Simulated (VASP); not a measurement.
# GaSb (F-43m) in VASP: a series of runs

One crystal, GaSb, is run at these levels: r2SCAN, PBE, LDA; tasks: relaxation of the atoms, relaxation of cell and atoms.

All numbers are computed with VASP 6.6.1; they aren't measurements. Logs are shortened: lines on timing, memory, paths and dates and some standing lists are left out, and cuts for length are marked.

**1. The crystal as given**

The structure is cubic, space group F-43m (No. 216). Conventional cell: a = 6.118 Å, b = 6.118 Å, c = 6.118 Å, α = 90.00°, β = 90.00°, γ = 90.00°. Around Ga (site symmetry -43m) lie 4 Sb at 2.65 Å. Sb (site symmetry -43m) is surrounded by 4 Ga at 2.65 Å.

**2. Relaxation of the atoms, r2SCAN (a relaxed cell with its volume scaled by 1.04)**

File INCAR:

```
SYSTEM = GaSb
PREC = Accurate
ENCUT = 600
EDIFF = 1E-7
ISMEAR = 0
SIGMA = 0.03
LREAL = .False.
LASPH = .True.
NELM = 80
ALGO = Normal
ISIF = 2
LWAVE = .False.
LCHARG = .False.
METAGGA = R2SCAN
LMIXTAU = .True.
IBRION = 2
NSW = 40
EDIFFG = -0.01
```

File KPOINTS:

```
Automatic mesh
0
Gamma
  10 10 10
  0 0 0
```

File POSCAR:

```
GaSb                                    
1.0
    0.0000000000      3.1073935447      3.1073935447
    3.1073935447      0.0000000000      3.1073935447
    3.1073935447      3.1073935447      0.0000000000
  Ga              Sb            
     1     1
Direct
     0.0000000000000000    0.0000000000000000    0.0000000000000000
     0.2500000000000000    0.2500000000000000    0.2500000000000000
```

Potentials or basis: VASP PAW PBE potentials, release 64 (Ga_d, Sb).

On the command line:

```
$ cat potpaw_PBE.64/Ga_d/POTCAR potpaw_PBE.64/Sb/POTCAR > POTCAR
$ mpirun -np 1 vasp_std > vasp.out
```

OUTCAR:

```text
SYSTEM = GaSb
   PREC = Accurate
   ENCUT = 600
   EDIFF = 1E-7
   ISMEAR = 0
   LREAL = .False.
   LASPH = .True.
   NELM = 80
   ISIF = 2
   METAGGA = R2SCAN
   IBRION = 2
   NSW = 40
   EDIFFG = -0.01

 ion  position               nearest neighbor table
   1  0.000  0.000  0.000-   2 2.69   2 2.69   2 2.69   2 2.69
   2  0.250  0.250  0.250-   1 2.69   1 2.69   1 2.69   1 2.69

  LATTYP: Found a face centered cubic cell.
 ALAT       =     6.2147870894

  Lattice vectors:

 A1 = (   0.0000000000,   3.1073935447,   3.1073935447)
 A2 = (   3.1073935447,   0.0000000000,   3.1073935447)
 A3 = (   3.1073935447,   3.1073935447,   0.0000000000)

Analysis of symmetry for initial positions (statically):
=====================================================================
 Subroutine PRICEL returns:
 Original cell was already a primitive cell.

 Routine SETGRP: Setting up the symmetry group for a
 face centered cubic supercell.

 Subroutine GETGRP returns: Found 24 space group operations
 (whereof 24 operations were pure point group operations)
 out of a pool of 48 trial point group operations.

The static configuration has the point symmetry T_d .

Analysis of symmetry for dynamics (positions and initial velocities):
=====================================================================
 Subroutine PRICEL returns:
 Original cell was already a primitive cell.

 Routine SETGRP: Setting up the symmetry group for a
 face centered cubic supercell.

 Subroutine GETGRP returns: Found 24 space group operations
 (whereof 24 operations were pure point group operations)
 out of a pool of 48 trial point group operations.

The dynamic configuration has the point symmetry T_d .

 Subroutine INISYM returns: Found 24 space group operations
 (whereof 24 operations are pure point group operations),
 and found     1 'primitive' translations

----------------------------------------------------------------------------------------

                                     Primitive cell

  volume of cell :      60.0093

  direct lattice vectors                    reciprocal lattice vectors
     0.000000000  3.107393545  3.107393545    -0.160906558  0.160906558  0.160906558
     3.107393545  0.000000000  3.107393545     0.160906558 -0.160906558  0.160906558
     3.107393545  3.107393545  0.000000000     0.160906558  0.160906558 -0.160906558

  length of vectors
     4.394518095  4.394518095  4.394518095     0.278698334  0.278698334  0.278698334

  position of ions in fractional coordinates (direct lattice)
     0.000000000  0.000000000  0.000000000
     0.250000000  0.250000000  0.250000000

  ion indices of the primitive-cell ions
   primitive index   ion index
                 1           1
                 2           2

----------------------------------------------------------------------------------------

 KPOINTS: Automatic mesh

Automatic generation of k-mesh.
 Grid dimensions read from file:
 generate k-points for:   10   10   10

 Generating k-lattice:

  Cartesian coordinates                     Fractional coordinates (reciprocal lattice)
    -0.016090656  0.016090656  0.016090656     0.100000000  0.000000000  0.000000000
     0.016090656 -0.016090656  0.016090656     0.000000000  0.100000000  0.000000000
     0.016090656  0.016090656 -0.016090656     0.000000000  0.000000000  0.100000000

  Length of vectors
     0.027869833  0.027869833  0.027869833

  Shift w.r.t. Gamma in fractional coordinates (k-lattice)
     0.000000000  0.000000000  0.000000000

 Subroutine IBZKPT returns following result:
 ===========================================

 Found     47 irreducible k-points:

 Following reciprocal coordinates:
            Coordinates               Weight
  0.000000  0.000000  0.000000      1.000000
  0.100000  0.000000  0.000000      8.000000
  0.200000  0.000000  0.000000      8.000000
  0.300000  0.000000  0.000000      8.000000
  0.400000  0.000000  0.000000      8.000000
  0.500000  0.000000  0.000000      4.000000
[... 16 lines left out ...]
  0.300000  0.300000  0.000000      6.000000
  0.400000  0.300000  0.000000     24.000000
 [... further k-points ...]
   k-points           NKPTS =     47   k-points in BZ     NKDIM =     47   number of bands    NBANDS=     13
   number of dos      NEDOS =    301   number of ions     NIONS =      2
   total plane-waves  NPLWV =  46656
   dimension x,y,z NGX =    36 NGY =   36 NGZ =   36
   dimension x,y,z NGXF=    72 NGYF=   72 NGZF=   72
   ions per type =               1   1
   NGX,Y,Z   is equivalent  to a cutoff of  13.62, 13.62, 13.62 a.u.
   NGXF,Y,Z  is equivalent  to a cutoff of  27.24, 27.24, 27.24 a.u.
 SYSTEM =  GaSb
   PREC   = accura    normal or accurate (medium, high low for compatibility)
   ISTART =      0    job   : 0-new  1-cont  2-samecut
   ICHARG =      2    charge: 1-file 2-atom 10-const
   ISPIN  =      1    spin polarized calculation?
   LNONCOLLINEAR =      F non collinear calculations
   LSORBIT =      F    spin-orbit coupling
   LASPH  =      T    aspherical Exc in radial PAW
   ENCUT  =  600.0 eV  44.10 Ry    6.64 a.u.   8.78  8.78  8.78*2*pi/ulx,y,z
   NELM   =     80;   NELMIN=  2; NELMDL= -5     # of ELM steps
   EDIFF  = 0.1E-06   stopping-criterion for ELM
   LREAL  =      F    real-space projection
   EDIFFG = -.1E-01   stopping-criterion for IOM
   NSW    =     40    number of steps for IOM
   IBRION =      2    ionic relax: 0-MD 1-quasi-New 2-CG
   NFREE  =      1    steps in history (QN), initial steepest desc. (CG)
   ISIF   =      2    stress and relaxation
   ISYM   =      2    0-nonsym 1-usesym 2-fastsym
   POTIM  = 0.5000    time-step for ionic-motion
   TEBEG  =    0.0;   TEEND  =   0.0 temperature during run
   PSTRESS=    0.0 pullay stress
   NELECT =      18.0000    total number of electrons
   NUPDOWN=      -1.0000    fix difference up-down
   EMIN   =  10.00;   EMAX   =-10.00  energy-range for DOS
   EFERMI =   0.00;   METHOD = LEGACY
   ISMEAR =     0;   SIGMA  =   0.03  broadening in eV -4-tet -1-fermi 0-gaus
   EFERMI_NEDOS =   21; number of points for ismear=-14 and -15
   IALGO  =     38    algorithm
   IMIX   =      4    mixing-type and parameters
     AMIX     =   0.40;   BMIX     =  1.00
     AMIX_MAG =   1.60;   BMIX_MAG =  1.00
  volume/ion in A,a.u.               =      30.00       202.48
  Fermi-wavevector in a.u.,A,eV,Ry     =   1.095871  2.070896 16.339687  1.200933
  Thomas-Fermi vector in A             =   2.232203
   LORBIT       =      0    0 simple, 1 ext, 2 COOP (PROOUT), +10 PAW based schemes
   METAGGA = R2SCAN    functional components
   LHFCALC =     F    Hartree Fock is set to
   AEXX    =    0.0000 exact exchange contribution
   IVDW    =     0    specifies the selected vdW correction
   LEPSILON=     F    determine dielectric tensor
   LRPA    =     F    only Hartree local field effects (RPA)
 conjugate gradient relaxation of ions
 non-spin polarized calculation
 Gauss-broadening in eV      SIGMA  =   0.03
  energy-cutoff  :      600.00
  volume of cell :       60.01
 maximum number of plane-waves:      2044
   NGX = 17   NGY = 17   NGZ = 17

 number of electron      17.9999991 magnetization

 Free energy of the ion-electron system (eV)
  ---------------------------------------------------
  ext. energy  EPLUGINS =         0.00000000
  ---------------------------------------------------
  free energy    TOTEN  =       -37.59191815 eV

  energy without entropy =      -37.59191405  energy(sigma->0) =      -37.59191610

 E-fermi :   4.2633     XC(G=0):  -9.5051

 val. band max:        4.2101261314   @ k =   0.0000   0.0000   0.0000
 cond. band min:       4.3076276452   @ k =   0.0000   0.0000   0.0000
 fundamental gap:      0.0975015138
 Fermi energy:         4.2632843036

 k-point     1 :       0.0000    0.0000    0.0000
  band No.  band energies     occupation
      1     -11.2031      2.00000
      2     -11.2031      2.00000
      3     -11.2031      2.00000
      4     -11.1534      2.00000
      5     -11.1534      2.00000
      6      -7.3914      2.00000
      7       4.2101      1.98784
      8       4.2101      1.98779
      9       4.2101      1.98779
     10       4.3076      0.03659
     11       7.2060      0.00000
     12       7.2061      0.00000
     13       7.2061      0.00000

 k-point     2 :       0.1000    0.0000    0.0000
  band No.  band energies     occupation
      1     -11.2055      2.00000
      2     -11.2020      2.00000
      3     -11.2020      2.00000
      4     -11.1535      2.00000
      5     -11.1535      2.00000
      6      -7.2890      2.00000
      7       2.6384      2.00000
      8       4.0452      2.00000
      9       4.0452      2.00000
     10       5.2698      0.00000
     11       7.4370      0.00000
     12       7.4370      0.00000
     13       7.5962      0.00000

 k-point     3 :       0.2000    0.0000    0.0000
  band No.  band energies     occupation
      1     -11.2117      2.00000
      2     -11.1993      2.00000
      3     -11.1993      2.00000
      4     -11.1537      2.00000
      5     -11.1537      2.00000
      6      -6.9913      2.00000
      7       0.9700      2.00000
      8       3.6998      2.00000
      9       3.6998      2.00000
     10       5.2978      0.00000
     11       7.8926      0.00000
     12       7.8927      0.00000
     13       8.8565      0.00000
[... 305 lines left out ...]
 k-point    23 :       0.3000    0.3000    0.0000
  band No.  band energies     occupation
      1     -11.2308      2.00000
      2     -11.1885      2.00000
      3     -11.1885      2.00000
      4     -11.1598      2.00000
      5     -11.1507      2.00000
      6      -6.2164      2.00000
      7      -0.6311      2.00000
      8       2.2700      2.00000
      9       2.2700      2.00000
     10       5.5210      0.00000
     11       6.8584      0.00000
     12      10.7070      0.00000
     13      10.7071      0.00000

 k-point    24 :       0.4000    0.3000    0.0000
  band No.  band energies     occupation
      1     -11.2355      2.00000
      2     -11.1861      2.00000
      3     -11.1857      2.00000
      4     -11.1607      2.00000
      5     -11.1505      2.00000
      6      -5.7953      2.00000
      7      -1.4102      2.00000
      8       1.7782      2.00000
      9       2.0715      2.00000
     10       5.7006      0.00000
     11       6.7812      0.00000
     12      10.6593      0.00000
     13      11.1594      0.00000

 [... further k-points ...]

------------------------ aborting loop because EDIFF is reached ----------------------------------------

  FORCE on cell =-STRESS in cart. coord.  units (eV):
  Direction    XX          YY          ZZ          XY          YZ          ZX
  --------------------------------------------------------------------------------------
  -------------------------------------------------------------------------------------
  Total       -0.7196299     -0.7196299     -0.7196299      0.0000000      0.0000000      0.0000000
  in kB      -19.2132587    -19.2132587    -19.2132587      0.0000000      0.0000000      0.0000000
  external PRESSURE =     -19.2132587 kB  Pullay stress =       0.0000000 kB

 VOLUME and BASIS-vectors are now :
 -----------------------------------------------------------------------------
  energy-cutoff  :      600.00
  volume of cell :       60.01
      direct lattice vectors                 reciprocal lattice vectors
     0.000000000  3.107393545  3.107393545    -0.160906558  0.160906558  0.160906558
     3.107393545  0.000000000  3.107393545     0.160906558 -0.160906558  0.160906558
     3.107393545  3.107393545  0.000000000     0.160906558  0.160906558 -0.160906558

 POSITION                                       TOTAL-FORCE (eV/Angst)
 -----------------------------------------------------------------------------------
      0.00000      0.00000      0.00000         0.000000     -0.000000      0.000000
      1.55370      1.55370      1.55370        -0.000000      0.000000     -0.000000
 -----------------------------------------------------------------------------------
    total drift:                                0.000007      0.000007      0.000007

  FREE ENERGIE OF THE ION-ELECTRON SYSTEM (eV)
  ---------------------------------------------------
  free  energy   TOTEN  =       -37.5919181527 eV

  energy  without entropy=      -37.5919140533  energy(sigma->0) =      -37.59191610

 reached required accuracy - stopping structural energy minimisation
```

Wall time 96 s (1 thread of Intel Xeon 6975P-C (Granite Rapids), shared host); peak memory 0.25 GiB.

What came out:

```yaml
Free_energy: -37.5919 eV
Pressure_after_relaxing: -1.9 GPa
Band_gap_on_the_k_mesh: 0.10 eV, direct
```

Final structure:
```
Ga Sb
1.0
     0.00000    3.10739    3.10739
     3.10739    0.00000    3.10739
     3.10739    3.10739    0.00000
Ga Sb
1 1
Direct
  0.00000 0.00000 0.00000
  0.25000 0.25000 0.25000
```

Levels at points of the mesh, in eV from the valence-band top:
```tsv
k point	band 7	band 8	band 9	band 10	band 11	band 12
(0.00, 0.00, 0.00)	0.00	0.00	0.00	0.10	3.00	3.00
(0.50, 0.00, 0.00)	-6.35	-1.14	-1.14	0.58	4.01	4.01
(0.50, 0.50, 0.00)	-6.83	-2.53	-2.53	1.16	1.56	8.95
```

Caveat: the relaxation stopped at its first step, so nothing moved; the PAW data sets were made with another functional, which shifts forces and pressure a little; spin-orbit coupling is left out, which moves the levels of the heavy elements. A k mesh can miss the band edges.

[end of part 1 of 3]
